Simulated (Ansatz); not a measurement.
# Ir (fcc): from the first guess to the electronic structure, part 2 of 2

Aim: bring Ir (fcc) to zero pressure, then compute its bands, density of states and charges. The run doesn't test whether this is the element's stable form.

Ansatz 0.2.0; DFT LDA, scalar-relativistic, plane waves, PAW.

**6. Bands and density of states at the final cell**

The input, input.yaml:

```yaml
crystal:
  lattice:
    - [0.0, 1.9055489819, 1.9055489819]
    - [1.9055489819, 0.0, 1.9055489819]
    - [1.9055489819, 1.9055489819, 0.0]
  atoms:
    - { symbol: Ir, position: [0.0, 0.0, 0.0] }
basis:
  ecutwfc: 420
  ecutrho_ratio: 4
kpoints:
  mp_grid: { grid: [18, 18, 18] }
  band_path:
    path:
      - [[0.0, 0.0, 0.0], [0.5, 0.0, 0.5], [0.625, 0.25, 0.625]]
      - [[0.375, 0.375, 0.75], [0.0, 0.0, 0.0], [0.5, 0.5, 0.5], [0.5, 0.25, 0.75], [0.5, 0.0, 0.5]]
    npoints: 14
hamiltonian:
  xc: lda
scf:
  occupations: { method: gaussian, width: 0.05 }
output:
  forces: true
  stress: true
  eigenvalues: true
  populations: true
  dos: { projected: true, de: 0.02, nscf_kmesh: { grid: [27, 27, 27] } }
  bader: true
```

What it wrote:

```text
Warning: RAYON_NUM_THREADS=4 ignored (pool sized by the plan → 4); use --threads N
Engine: ansatz 0.2.0, aarch64-unknown-linux-gnu
Pseudopotentials: kind: paw
Pseudopotential: Ir, paw, valence charge 17, recommended cutoff 420 eV (normal), Ir.paw.azcp
Functional definition: SPW92
  exchange = slater_x
  correlation = pw_c
Crystal: 1 atoms, lattice volume = 13.839 Å³
Basis set: ecut = 420 eV, 283 PW (Γ)
Bands: 13, of which v1, the nominal top of the filled ones, is band 9 counted from 1 (8 counted from 0)
Symmetry: 48 space group operations
Space group: Fm-3m (ITA 225), of the structure as read, at distance tolerance 2.4e-5 Å
k-points: 195 of 5832
Non-local potential: Ir, projectors of the file, l = 0: 3, l = 1: 2, l = 2: 2, l = 3: 1
PAW form: soft (Blöchl's): semilocal exchange-correlation on the pseudo side does not see the compensation charge
PAW frozen core: Ir, regenerated for the run's functional, and the local potential with it (the file was generated under x = pbe(κ = 0.804, μ = 0.2195149727645171), c = pbe(β = 0.06672455060314922))
PAW one-centre angular grid: Ir, 590 points (default); XC on 64 Gauss nodes
Initial density: superposition of atomic densities (neutral atoms: chi_scale 0, normalization atom), corrected by the library's trained network
Initial wavefunctions: pseudopotential atomic-orbital guess
Functional: x = slater, c = lda
SCF iter   1: F=—  HF=-11663.395635 eV  |F-HF|=—  |Δ(HF+E_count)|=         —  Δρ=5.87e-3  dr2=8.13e-4  ethr=1.77e-3  ⟨swp⟩=5.1  Hψ=13163  notcnv=0
preconditioner: auto → none  [metal: Δε(μ)=0.023 eV  Ē_g=14.503 eV  σ=0.050 eV  W_gap=0.25  n_scr=0 (ndim 8)  ℏωp=29.9 eV  f_vac=0.000  D(μ)=1.09/eV (n_scr^D=14)]
SCF iter   2: F=—  HF=-11663.395642 eV  |F-HF|=—  |Δ(HF+E_count)|=   7.42e-6  Δρ=2.96e-3  dr2=1.90e-4  ethr=4.78e-6  ⟨swp⟩=1.8  Hψ=4566  notcnv=0
SCF iter   3: F=—  HF=-11663.395739 eV  |F-HF|=—  |Δ(HF+E_count)|=   9.68e-5  Δρ=4.48e-4  dr2=2.58e-5  ethr=1.11e-6  ⟨swp⟩=2.4  Hψ=3297  notcnv=0
SCF iter   4: F=—  HF=-11663.395726 eV  |F-HF|=—  |Δ(HF+E_count)|=   1.33e-5  Δρ=1.04e-4  dr2=7.20e-7  ethr=1.52e-7  ⟨swp⟩=2.3  Hψ=3457  notcnv=0
iter 5 did not close the SCF: its close was put off for the readings that it lacked (scf_convergence_deferred on its scf_iter line)
SCF iter   5: F=-11663.395726 eV  HF=-11663.395726 eV  |F-HF|=6.11e-9  |Δ(HF+E_count)|=   2.00e-7  Δρ=2.85e-5  dr2=3.38e-8  ethr=4.24e-9  ⟨swp⟩=2.3  Hψ=3163  notcnv=0
SCF iter   6: F=-11663.395726 eV  HF=-11663.395726 eV  |F-HF|=1.82e-12  |Δ(HF+E_count)|=   2.50e-9  Δρ=5.92e-7  dr2=1.22e-11  ethr=1.99e-10  ⟨swp⟩=3.4  Hψ=8945  notcnv=0
SCF 1 converged in 6 iterations: F = -11663.395726 eV  dr2 = 1.22e-11
NSCF: frozen V_eff on 86 k-points
NSCF: frozen V_eff on 560 k-points
SCF converged after 6 iterations
Free energy (F): -11663.395726 eV
Harris-Foulkes:  -11663.395726 eV  (|F-HF|=1.82e-12)
Internal energy: -11663.394381 eV  (E = F + TS)
E sigma→0 (E₀):  -11663.395053 eV
Entropy (-TS):   -0.001345 eV (-1.345 meV/atom)
Fermi energy:    26.225016 eV
--- Per-component energies (eV) ---
  E_band       = -78.144902
  E_kinetic    = 624.724096
  E_local      = -1045.828208  (includes V_loc(G=0)·N_el)
  E_nonlocal   = 79.787455
  E_hartree    = 401.081696
  E_xc         = -267.030958
  E_vxc        = -300.678375  (∫ρ·V_xc dr)
  E_paw        = -8953.338608  (= ΣΔE_a)
  E_vpaw       = -238.313344  (= ΣTr[D̂ρ^β])
  E_aug_tail   = 0.000040  (compensation charges beyond the density's cutoff)
  E_ewald      = -2503.201497
  E_core_change = 0.411602  (= ΣΔE_core)
  E_smearing   = -0.001345  (= −TS)
  E_closure    = -0.000000  (closes the sum)
  Σ components = -11663.395726   (vs F -11663.395726, Δ=0.00e0)
--- Forces (eV/Å), atoms counted from 1 ---
  atom   1  Ir    -0.00000000     0.00000000     0.00000000
  max |Σ_I F_I| component: 1.64e-31 eV/Å
--- Stress (GPa, compression-positive) ---
       -0.084109       0.000000       0.000000
        0.000000      -0.084109       0.000000
       -0.000000      -0.000000      -0.084109
  P = ⅓ Tr σ = -0.0841 GPa (-0.841 kbar)
--- Band table (eV; the first three rows and the last of 195) ---
  k-point 0: bands = ["-66.8253", "-23.2042", "-23.2042", "-23.2042", "14.7986", "22.1444", "22.1444", "22.1444", "24.9643", "24.9643", "39.7749", "45.3586", "45.3586"]
  k-point 1: bands = ["-66.8231", "-23.2311", "-23.2078", "-23.2078", "14.9407", "22.0672", "22.2063", "22.2063", "24.9225", "24.9225", "40.0234", "44.7122", "45.5968"]
  k-point 2: bands = ["-66.8168", "-23.3084", "-23.2184", "-23.2184", "15.3514", "21.8698", "22.3685", "22.3685", "24.8306", "24.8306", "40.7067", "43.3896", "46.2921"]
  k-point 194: bands = ["-66.7280", "-23.8128", "-23.7276", "-23.5299", "19.6399", "20.6221", "21.7171", "24.4156", "27.7406", "34.4740", "34.6910", "35.9711", "39.7700"]
--- Löwdin populations: 1 site ---
  site symbol       q [e]
     0     Ir     16.8044
  spilling = 0.011506 (of n_electrons = 17.000000)
--- Bader charges: 1 site ---
  site symbol  charge [e]  shift [e]
     0     Ir      0.0000     0.0000
  estimated error of the sums over rays = 6.2e-7 e
```

It took 4.5 s on 4 threads of an Arm CPU, shared host; peak memory 0.38 GiB.

Result: volume 13.839 Å³/atom, pressure -0.08 GPa, a metal on this mesh.

Levels next to the Fermi level at the named points, in eV from the Fermi level:

| point | filled | empty |
| --- | --- | --- |
| Γ | -4.08 -1.26 -1.26 |  |
| X | -8.21 -7.64 | 0.90 1.51 1.51 |
| U | -6.22 -3.02 -0.95 | 0.59 6.26 |
| K | -6.22 -3.02 -0.95 | 0.59 6.26 |
| L | -4.18 -4.18 -0.84 | 0.91 0.91 |
| W | -5.08 -5.08 -1.92 | 1.52 |

Empty levels over 7.0 eV, where the set of bands solved is no longer complete, are left out.

Where fewer filled levels are listed, no further ones lie within 9 eV under the Fermi level in the band file.

Bands that cross the Fermi level on the path (counted from 0), with the number of crossings: 6: 3, 7: 3, 8: 3, 9: 3.

States per cell in windows of 1 eV (zero at the Fermi level), total and by projection:

| from | to | total | Ir 5d | Ir 6s |
| --- | --- | --- | --- | --- |
| -7 | -6 | 1.05 | 0.94 | 0.10 |
| -6 | -5 | 0.98 | 0.93 | 0.03 |
| -5 | -4 | 1.23 | 1.13 | 0.07 |
| -4 | -3 | 1.48 | 1.35 | 0.08 |
| -3 | -2 | 0.94 | 0.85 | 0.04 |
| -2 | -1 | 1.05 | 0.98 | 0.04 |
| -1 | 0 | 0.83 | 0.78 | 0.03 |
| 0 | 1 | 1.19 | 1.14 | 0.03 |
| 1 | 2 | 0.61 | 0.54 | 0.05 |
| 2 | 3 | 0.26 | 0.14 | 0.07 |
| 3 | 4 | 0.27 | 0.10 | 0.09 |
| 4 | 5 | 0.26 | 0.06 | 0.10 |
| 5 | 6 | 0.23 | 0.03 | 0.10 |

Below -7 eV the file holds 1.3 more states, down to its end at -10 eV.

The projection uses the shells of the potentials' files: it has no valence p orbitals on Ir, so such weight is missing from the shares.

**7. Results**

The summary covers parts 1 to 2. Changes of volume or cell count from the first structure of part 1.

| quantity | value |
| --- | --- |
| space group | Fm-3m (No. 225) |
| conventional cell | a = 3.811 Å, b = 3.811 Å, c = 3.811 Å, α = 90.00°, β = 90.00°, γ = 90.00° |
| volume | 13.839 Å³/atom |
| pressure | -0.08 GPa |
| gap | none (metal) |
| states at the Fermi level | 0.87 per eV per cell |

Over the 3 runs shown the cell moved from 14.16 to 13.84 Å³/atom, a change of -2.2 %, where the pressure is zero within 0.08 GPa. It comes out metallic. A measured lattice constant a of Ir is 3.837 Å (powder; “Phase stability and electronic structure of iridium metal at the megabar range”, 2019, pmc:6586894); the calculated 3.811 Å misses it by -0.7 %. 2 values of this kind are on record in papers (3.837 to 3.838 Å); this one was drawn at random among those near their median, those with a stated uncertainty first. The calculation is for 0 K without zero-point motion. Spin–orbit coupling is left out, though the cell holds Ir; in elements this heavy it can shift levels and gaps by tenths of an eV.
